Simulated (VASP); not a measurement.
# Mg on the Ga site in GaN, part 2 of 2

Wanted: what Mg on the Ga site costs in GaN and how the lattice relaxes round it. The start is a cell from a database of measured crystal structures.

VASP 6.6.1, plane waves and PAW; the level of theory is named at each step.

So far. Step 7 (Relaxing the atoms): The run ended after 5 ionic steps, 0.020 eV below its first step, once the forces on the free atoms met EDIFFG = -0.03. Step 7 (Relaxing the atoms): Energy at zero smearing: -17.01643 eV.

The database entry behind the starting cell differs from later determinations by our own check (about 0.3 % short, ideal inner coordinate), so it need not match the best structure at ambient conditions.

**8. Relaxing the defect, spin collinear, charge 0**

This step: PBEsol, spin-polarised, with small moments to start from; plane waves and PAW (Mg, Ga, N) (VASP 6.6.1).

System of this step: MgGa149N150. The cell holds 300 atoms: 1 Mg, 149 Ga and 150 N. Cell: a = 16.087 Å, b = 16.087 Å, c = 15.705 Å, α = 90.0°, β = 90.0°, γ = 120.0°. It derives from GaN. Nearest the centre at fractional (0.133, 0.067, 0.166): Mg1 at 0.02 Å, N226 at 1.94 Å, N238 at 1.94 Å, N241 at 1.98 Å, N151 at 2.00 Å, Ga76 at 3.19 Å, Ga78 at 3.20 Å, Ga19 at 3.21 Å.

Atoms within 3.3 Å of the defect's centre start slightly displaced, with symmetry off, so that a distortion can develop. The atoms relax at the host's fixed cell.

Contents of INCAR:

```
SYSTEM = MgGa149N150
PREC = Normal
ENCUT = 400
EDIFF = 1E-05
NELM = 120
ISMEAR = 0
SIGMA = 0.05
LREAL = Auto
ALGO = Fast
GGA = PS
NBANDS = 809
ISPIN = 2
MAGMOM = 0.6 0 0 0 0 0 0 0 0 0 0 0 0 0 0 0 0 0 0 0 0 0 0 0 0 0 0 0 0 0 0 0 0 0 0 0 0 0 0 0 0 0 0 0 0 0 0 0 0 0 0 0 0 0 0 0 0 0 0 0 0 0 0 0 0 0 0 0 0 0 0 0 0 0 0 0 0 0 0 0 0 0 0 0 0 0 0 0 0 0 0 0 0 0 0 0 0 0 0 0 0 0 0 0 0 0 0 0 0 0 0 0 0 0 0 0 0 0 0 0 0 0 0 0 0 0 0 0 0 0 0 0 0 0 0 0 0 0 0 0 0 0 0 0 0 0 0 0 0 0 0 0 0 0 0 0 0 0 0 0 0 0 0 0 0 0 0 0 0 0 0 0 0 0 0 0 0 0 0 0 0 0 0 0 0 0 0 0 0 0 0 0 0 0 0 0 0 0 0 0 0 0 0 0 0 0 0 0 0 0 0 0 0 0 0 0 0 0 0 0 0 0 0 0 0 0.6 0 0 0 0 0 0 0 0 0 0 0 0.6 0 0 0.6 0 0 0 0 0 0 0 0 0 0 0 0 0 0 0 0 0 0 0 0 0 0 0 0 0 0 0 0 0 0 0 0 0 0 0 0 0 0 0 0 0 0 0 0 0 0 0 0 0 0 0 0 0 0 0 0 0 0 0
LORBIT = 11
LWAVE = True
LCHARG = .TRUE.
IBRION = 2
NSW = 50
ISIF = 2
EDIFFG = -0.03
POTIM = 0.4
MAXMIX = 40
ISYM = 0
```

Contents of POSCAR:

```
MgGa149N150
1.0
   16.0871837305      0.0000000000      0.0000000000
   -8.0435918650     13.9319097855      0.0000000000
    0.0000000000      0.0000000000     15.7045823292
Mg Ga N
1 149 150
Direct
    0.1334255700      0.0663822000      0.1676114600
    0.1333333300      0.0666666700      0.4997214100
[... 1 atom line left out ...]
    0.1303024700      0.2653245500      0.1664670200
[... 8 atom lines left out ...]
    0.1319745000      0.8663875700      0.1678856800
[... 2 atom lines left out ...]
    0.3343177200      0.0698062700      0.1701327000
[... 2 atom lines left out ...]
    0.3313561600      0.2675174900      0.1672092300
[... 41 atom lines left out ...]
    0.9318291200      0.0644210400      0.1675593100
[... 11 atom lines left out ...]
    0.9327156600      0.8654582200      0.1647306900
[... 2 atom lines left out ...]
    0.0702829300      0.1354918300      0.3327637300
[... 1 atom line left out ...]
    0.0652162200      0.1359268000      0.0027600800
[... 9 atom lines left out ...]
    0.0646742100      0.9310382300      0.3323935600
[... 1 atom line left out ...]
    0.0647951400      0.9302831600      0.9981408500
    0.2729268700      0.1355754700      0.3315620100
[... 1 atom line left out ...]
    0.2659300000      0.1317304800      0.9972637000
    0.2666666700      0.3333333300      0.3330547400
[... 1 atom line left out ...]
    0.2666666700      0.3333333300      0.9997214100
[... 6 atom lines left out ...]
    0.2666666700      0.9333333300      0.3330547400
[... 1 atom line left out ...]
    0.2666666700      0.9333333300      0.9997214100
[... 42 atom lines left out ...]
    0.8666666700      0.9333333300      0.3330547400
[... 1 atom line left out ...]
    0.8666666700      0.9333333300      0.9997214100
    0.1343546100      0.0675842100      0.2935579900
[... 1 atom line left out ...]
    0.1329327300      0.0691913400      0.9584504600
    0.1333333300      0.2666666700      0.2919452600
[... 1 atom line left out ...]
    0.1333333300      0.2666666700      0.9586119200
[... 6 atom lines left out ...]
    0.1333333300      0.8666666700      0.2919452600
[... 1 atom line left out ...]
    0.1333333300      0.8666666700      0.9586119200
    0.3333333300      0.0666666700      0.2919452600
[... 1 atom line left out ...]
    0.3333333300      0.0666666700      0.9586119200
    0.3333333300      0.2666666700      0.2919452600
[... 1 atom line left out ...]
    0.3333333300      0.2666666700      0.9586119200
[... 39 atom lines left out ...]
    0.9333333300      0.0666666700      0.2919452600
[... 1 atom line left out ...]
    0.9333333300      0.0666666700      0.9586119200
[... 9 atom lines left out ...]
    0.9333333300      0.8666666700      0.2919452600
[... 1 atom line left out ...]
    0.9333333300      0.8666666700      0.9586119200
    0.0695917200      0.1339647200      0.1254817400
    0.0666666700      0.1333333300      0.4586119200
[... 1 atom line left out ...]
    0.0666666700      0.3333333300      0.1252785900
[... 8 atom lines left out ...]
    0.0673212100      0.9360294800      0.1234703100
    0.0666666700      0.9333333300      0.4586119200
[... 1 atom line left out ...]
    0.2678572900      0.1340708800      0.1261839600
    0.2666666700      0.1333333300      0.4586119200
[... 1 atom line left out ...]
    0.2666666700      0.3333333300      0.1252785900
[... 8 atom lines left out ...]
    0.2666666700      0.9333333300      0.1252785900
[... 32 atom lines left out ...]
    0.8666666700      0.1333333300      0.1252785900
[... 8 atom lines left out ...]
    0.8666666700      0.7333333300      0.1252785900
[... 2 atom lines left out ...]
    0.8666666700      0.9333333300      0.1252785900
[... 1 atom line left out ...]
    0.8666666700      0.9333333300      0.7919452600
```

Contents of KPOINTS:

```
Automatic mesh
0
Gamma
1 1 1
0 0 0
```

The projector-augmented-wave data sets are Mg, Ga and N (PBE family, release 64).

Command:

```bash
$ export OMP_NUM_THREADS=5
$ mpirun -np 1 vasp_gam
```

Run time: 38 min. Hardware: 1 × NVIDIA H100 80GB HBM3, 81559 MiB with 1 MPI rank of AMD EPYC 7R13 (Zen 3), card shared with another run, shared host; peak memory 3.4 GiB.

Relaxation path (22 of 32):

```tsv
step	energy less that of the first step (eV)	largest force (eV/Å)
1	0.0000	2.1512
2	-0.6535	0.5735
4	-0.7209	0.2301
5	-0.7215	0.2483
7	-0.7403	0.0969
8	-0.7472	0.0805
10	-0.7500	0.0638
11	-0.7500	0.0631
13	-0.7510	0.0477
14	-0.7513	0.0481
16	-0.7518	0.0444
17	-0.7519	0.0363
19	-0.7521	0.0399
20	-0.7522	0.0441
22	-0.7523	0.0382
23	-0.7524	0.0303
25	-0.7525	0.0370
26	-0.7526	0.0378
28	-0.7526	0.0377
29	-0.7526	0.0339
31	-0.7527	0.0341
32	-0.7527	0.0293
```

The atoms that moved most (Å):

```tsv
atom	dx	dy	dz	length
N226	-0.105	0.028	-0.029	0.112
N238	0.011	-0.110	0.002	0.111
Ga91	-0.094	-0.037	0.024	0.104
Ga16	0.006	-0.030	-0.065	0.072
N241	0.050	0.028	-0.041	0.070
Ga78	0.034	-0.030	-0.039	0.060
Ga93	0.008	0.030	0.047	0.056
Ga19	0.046	-0.020	-0.018	0.053
```

Numbers from this step:

* electronic cycles: 154
* electrons: 1199
* free energy (TOTEN): -1956.4619 eV
* energy at zero smearing: -1956.4367 eV
* Fermi energy: 2.690 eV
* moment of the cell, from the last line of the log: 0 μB

The spin moment in the PAW sphere vanishes on all atoms.

Valence density in the ac plane at fractional y = 0.067, through the centre, with atoms of Mg and Ga and N within 0.45 Å of it. It is the smooth field of the valence electrons, not physical close to the nuclei.

Ten even steps from '0' (0.0 e/Å³) to '9' (3.4 e/Å³), each cell a mean:
```
000013798410000138984100001489731000125996210001269952
000002465310000025652100001356420000013664100000146631
000000111000000001110000000011100000000110000000011100
000000000000000000000000000000000000000000000000000000
011100000001111000000011110000000111100000001111000000
000000000000000000000000000000000000000000000000000000
000000000000000000000000000000000000000000000000000000
000001122100000011221000000122110000001221000000112210
100013798410000148984100001489731000025996210001269952
000002465310000025652100001356420000013664100000146631
000000111000000001110000000011100000000110000000001100
000000000000000000000000000000000000000000000000000000
011100000000111000000011110000000111100000001111000000
000000000000000000000000000000000000000000000000000000
000000000000000000000000000000000000000000000000000000
000001232100000012221000000122110000001221100000112210
000013798410000137984100001489731000025996210001269952
000001465210000025652100001356420000013664100000146631
000000000000000001110000000011100000000110000000001100
000000000000000000000000000000000000000000000000000000
011000000000011000000011110000000111100000001110000000
000000000000000000000000000000000000000000000000000000
000000000000000000000000000000000000000000000000000000
000001121100000011211000000112110000001121000000012110
```
Columns run along a (16.1 Å), rows up along c (15.7 Å). Atoms in or near the plane, at fractional coordinates: Mg at (0.13, 0.17), Ga at (0.13, 0.50), Ga at (0.13, 0.83), Ga at (0.33, 0.17), Ga at (0.33, 0.50), Ga at (0.33, 0.83), Ga at (0.53, 0.17), Ga at (0.53, 0.50), Ga at (0.53, 0.83), Ga at (0.73, 0.17), Ga at (0.73, 0.50), Ga at (0.73, 0.83), Ga at (0.93, 0.17), Ga at (0.93, 0.50) and more.

The run ended after 32 ionic steps, 0.753 eV below its first step, once the forces on the free atoms met EDIFFG = -0.03.

The 4 first neighbours (N) lie 1.97 Å from the site in the perfect crystal and 2.04 Å on average from the atom on it after the relaxation (+3.8 %).

Levels at the Fermi energy are partly filled: the carrier is shared among close levels or spread over a band.

**9. The defect cell, charge -1**

This step: PBEsol; plane waves and PAW (Mg, Ga, N) (VASP 6.6.1).

This cell carries charge -1, set by NELECT and balanced by a uniform background.

Contents of INCAR:

```
SYSTEM = MgGa149N150
PREC = Normal
ENCUT = 400
EDIFF = 1E-05
NELM = 120
ISMEAR = 0
SIGMA = 0.05
LREAL = Auto
ALGO = Fast
GGA = PS
NELECT = 1200
NBANDS = 810
LORBIT = 11
LWAVE = True
LCHARG = .FALSE.
IBRION = 2
NSW = 50
ISIF = 2
EDIFFG = -0.03
POTIM = 0.4
MAXMIX = 40
ISYM = 0
```

Changes to POSCAR since step 8:

```diff
@@ -8,27 +8,27 @@
 Direct
-    0.1334255700      0.0663822000      0.1676114600
+    0.1348624000      0.0684358800      0.1670193000
     0.1333333300      0.0666666700      0.4997214100
 [... 1 atom line left out ...]
-    0.1303024700      0.2653245500      0.1664670200
+    0.1339124400      0.2667278700      0.1674324500
 [... 8 atom lines left out ...]
-    0.1319745000      0.8663875700      0.1678856800
+    0.1306003700      0.8631178200      0.1667079800
 [... 2 atom lines left out ...]
-    0.3343177200      0.0698062700      0.1701327000
+    0.3335497100      0.0667433000      0.1654209200
 [... 2 atom lines left out ...]
-    0.3313561600      0.2675174900      0.1672092300
+    0.3338188700      0.2643587500      0.1681349600
 [... 41 atom lines left out ...]
-    0.9318291200      0.0644210400      0.1675593100
+    0.9344262700      0.0670137000      0.1646072800
 [... 11 atom lines left out ...]
-    0.9327156600      0.8654582200      0.1647306900
+    0.9322938000      0.8662211600      0.1657505700
 [... 2 atom lines left out ...]
-    0.0702829300      0.1354918300      0.3327637300
+    0.0643233700      0.1306104600      0.3340457600
 [... 1 atom line left out ...]
-    0.0652162200      0.1359268000      0.0027600800
+    0.0669866100      0.1324717500      0.9958640700
 [... 9 atom lines left out ...]
-    0.0646742100      0.9310382300      0.3323935600
+    0.0659271800      0.9295427600      0.3310855100
 [... 1 atom line left out ...]
-    0.0647951400      0.9302831600      0.9981408500
-    0.2729268700      0.1355754700      0.3315620100
+    0.0675320000      0.9352686200      0.9979739100
+    0.2658581800      0.1340507800      0.3283601300
 [... 1 atom line left out ...]
-    0.2659300000      0.1317304800      0.9972637000
+    0.2682296400      0.1332475600      0.9963222200
     0.2666666700      0.3333333300      0.3330547400
@@ -44,5 +44,5 @@
     0.8666666700      0.9333333300      0.9997214100
-    0.1343546100      0.0675842100      0.2935579900
+    0.1347338300      0.0660628500      0.2920179000
 [... 1 atom line left out ...]
-    0.1329327300      0.0691913400      0.9584504600
+    0.1356747700      0.0706199700      0.9587113200
     0.1333333300      0.2666666700      0.2919452600
@@ -68,3 +68,3 @@
     0.9333333300      0.8666666700      0.9586119200
-    0.0695917200      0.1339647200      0.1254817400
+    0.0666359200      0.1322019500      0.1269368400
     0.0666666700      0.1333333300      0.4586119200
@@ -73,6 +73,6 @@
 [... 8 atom lines left out ...]
-    0.0673212100      0.9360294800      0.1234703100
+    0.0714862700      0.9366940100      0.1258018700
     0.0666666700      0.9333333300      0.4586119200
 [... 1 atom line left out ...]
-    0.2678572900      0.1340708800      0.1261839600
+    0.2703047600      0.1370647100      0.1245368000
     0.2666666700      0.1333333300      0.4586119200
```

KPOINTS is that of step 8.

Wall time 13 min (1 × NVIDIA H100 80GB HBM3, 81559 MiB with 1 MPI rank); peak memory 2.7 GiB.

Step by step:

```tsv
step	energy less that of the first step (eV)	largest force (eV/Å)
1	0.0000	2.3965
2	-0.6755	0.6825
3	-0.7449	0.6240
4	-0.8185	0.2812
5	-0.8188	0.2620
6	-0.8371	0.1393
7	-0.8397	0.1396
8	-0.8475	0.0746
9	-0.8476	0.0853
10	-0.8502	0.0577
11	-0.8502	0.0614
12	-0.8514	0.0509
13	-0.8515	0.0470
14	-0.8518	0.0522
15	-0.8519	0.0448
16	-0.8521	0.0431
17	-0.8522	0.0314
18	-0.8524	0.0416
19	-0.8524	0.0296
```

The atoms that moved most (Å):

```tsv
atom	dx	dy	dz	length
N238	-0.047	-0.116	-0.035	0.130
N226	-0.066	0.051	-0.053	0.099
Ga78	-0.018	0.019	0.070	0.074
Ga88	-0.017	0.067	0.025	0.073
Ga91	0.007	-0.019	0.069	0.071
N151	-0.025	0.007	0.059	0.065
Ga93	-0.016	0.009	0.062	0.064
N153	-0.003	-0.052	-0.002	0.052
```

Numbers from this step:

| Property | Result |
| --- | --- |
| electronic cycles | 110 |
| electrons | 1200 |
| free energy (TOTEN) | -1953.7409 eV |
| Fermi energy | 2.965 eV |

The run ended after 19 ionic steps, 0.852 eV below its first step, once the forces on the free atoms met EDIFFG = -0.03.

The 4 first neighbours (N) lie 1.97 Å from the site in the perfect crystal and 2.04 Å on average from the atom on it after the relaxation (+3.7 %).

**10. Formation energies**

This step: point defect, PBEsol; plane waves and PAW (VASP 6.6.1).

This step runs nothing: it gathers the runs above.

This step gave:

- formation energy of the neutral defect: 1.167 eV
- gap of the perfect supercell, on its mesh: 1.743 eV
- dielectric constant in the correction: 10.94
- host formation enthalpy: -0.6073 eV/atom

Formation energies (Ga from its element, Mg from its element), with the Fermi level at the valence top and at the conduction bottom (gap 1.74 eV):

```tsv
charge	at valence top (eV)	at conduction bottom (eV)	correction included (eV)
0	1.17	1.17	0.00
−1	1.31	-0.44	0.09
```

```tsv
Fermi level (eV)	lowest formation energy (eV)
0.00	1.17
0.16	1.15
0.32	0.99
0.47	0.83
0.63	0.67
0.79	0.52
0.95	0.36
1.11	0.20
1.27	0.04
1.43	-0.12
1.58	-0.28
1.74	-0.44
```

E_f is E(defect cell) less E(perfect cell), corrected for the atoms exchanged with their references. For charge q, q times the Fermi level (the perfect cell's valence-band top plus E_F) and an image-charge term are added.

References, in eV an atom: Mg -1.721 (crystal P6_3/mmc), Ga -3.339 (crystal Cmce) and N -8.508 (N2 molecule). They were run at the supercell's cutoff and functional, without U, and count both elements from their own phases.

By charge state:

```tsv
charge	formation energy, Fermi level at the valence-band top (eV)	of which image charge (eV)	shift of the far core potentials (eV)	moment (μB)	largest move from the displaced start (Å)
-1	1.308	0.086	-0.051	no spin	0.13
0	1.167	0.000	-0.042	0.00	0.11
```

The image-charge term is the point-charge Madelung energy over a dielectric constant of 10.94 (electrons and ions), scaled by 1 − (1 − 1/ε)/3. The potential shift aligns the single-particle levels and is not added to the energies; levels within 0.4 eV of an edge, or in cells whose shift exceeds 0.2 eV, are left out, since at this cell size they may be band states; some may be the defect's own.

Levels between neighbouring charges run, above the valence-band top: (0/-1) at 0.14 eV. The gap of the perfect cell on its mesh is 1.74 eV; a level outside it means that one of its two charges is never the lower one for a Fermi level in the gap.

**11. What came out**

```yaml
formation_energy_at_charge_minus_1: 1.308 eV
formation_energy_at_charge_0: 1.167 eV
gap_of_the_perfect_supercell_on_its_mesh: 1.74 eV
host_formation_enthalpy: -0.607 eV/atom
```

**Reading.** Mg on the Ga site costs 1.31 eV at charge -1 and 1.17 eV at charge 0 with the Fermi level at the valence-band top, with every exchanged atom at the energy of its element. At charge 0: The 4 first neighbours (N) lie 1.97 Å from the site in the perfect crystal and 2.04 Å on average from the atom on it after the relaxation (+3.8 %). At charge -1: The 4 first neighbours (N) lie 1.97 Å from the site in the perfect crystal and 2.04 Å on average from the atom on it after the relaxation (+3.7 %). With the Fermi level at the valence-band top the lowest of the charge states run is 0, and at the conduction-band bottom -1. Semilocal functionals make the gap too small, so transition levels near the band edges are uncertain. At charge 0 the unpaired carrier holds well under 1 μB and is spread over several levels, so that state is not a localised one at this level and the charge correction does not strictly apply between it and its neighbours. Where a line falls below zero the defect would form of itself and pin the Fermi level, or these elemental references lie outside the host's range of stability. The supercell of 300 atoms is small and sampled at the zone centre alone, so interactions between images remain.

Comparison with the measured values:

| quantity | measured | PBEsol |
| --- | --- | --- |
| lattice constant a (Å) | 3.189 | 3.217 (+0.9 %) |
| lattice constant c (Å) | 5.186 | 5.235 (+0.9 %) |
| band gap (direct gap) (eV) | 3.4 | 1.75 (-1.65 eV) |

Measured values from arxiv:1710.05670 (2017) and arxiv:2008.11387 (2020).

**Verdict.** The lattice constant a is off by +0.9 %: fair agreement. The lattice constant c is off by +0.9 %: fair agreement. The band gap is off by -1.65 eV: a clear miss. Local and semilocal functionals usually give gaps below the measured ones. Zero-point and thermal motion shift the measured gap. The grades are ours: good and fair within 0.7 and 1.5 % for the lattice constant a and 0.8 and 2 % for the lattice constant c. Zero-point motion and thermal expansion are not in the computed lattice constants. As a rule both would widen the computed cell, so the excess over experiment is if anything larger than shown.

[Lines on the potential files, build, host, timing and source positions are cut from VASP's logs without a mark.]

[Logs are printed without paths, hosts, clocks, repeated set-up lines and the standing remarks that a program may print on its own settings, such as how far it seeks lower states.]

[Hosts, paths, dates, database ids (printed as entryN), source tags and the programs' standing remarks are cut or masked in the printed files.]

[In band tables of VASP the shares of atoms and orbitals are scaled to a sum of 1 inside the atoms' spheres.]

[Runs that stopped without an error message from VASP are left out.]
